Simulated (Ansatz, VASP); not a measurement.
**One calculation of ZrSe2, two programs**

```
Zr Se
1.0
     3.72047    0.00000    0.00000
    -1.86023    3.22202    0.00000
     0.00000    0.00000    6.06560
Zr Se
1 2
Direct
  0.00000 0.00000 0.00000
  0.66667 0.33333 0.75000
  0.33333 0.66667 0.25000
```

Change from the starting cell: volume scaled by 0.94.

Alike in both runs: task single point; functional PBE; k mesh 8 × 8 × 5; occupations fermi-dirac, width 0.05 eV; no spin polarisation.

```csv
,VASP,Ansatz
version,VASP 6.6.1,Ansatz 0.2.0
potentials or method,"VASP PAW PBE potentials, release 64 (Zr_sv, Se)",Ansatz PAW
plane-wave cutoff (eV),520,420
valence electrons in the cell,24,44
```

```tsv
	VASP	Ansatz	Ansatz less VASP
gap on the k mesh at the Fermi level (eV)	0.33	0.34	+0.003
least direct gap on the mesh (eV)	1.04	1.04	+0.004
pressure (GPa)	7.8	7.7	-0.13
largest component of the traceless stress (GPa)	0.87	0.87	-0.001
rms of the force components (eV/Å)	0.490	0.480	-0.0105
```

Atom by atom the forces differ by 0.010 eV/Å (rms over components). The functional is the same, so the differences come from potentials, cutoffs and numerics. The two sets of potentials don't hold the same shells in valence.

Caveats: this functional lacks dispersion, which binds the layers, so the pressure and a relaxed spacing across them are unreliable; forces of over 1 eV/Å show positions far from the minimum, so gaps and moduli don't describe the material at rest; an odd mesh through Γ misses points on the zone boundary, where band edges often lie (VASP); odd divisions of the mesh miss points on the zone boundary, where band edges often lie, so the gap on the mesh can be too wide (Ansatz).
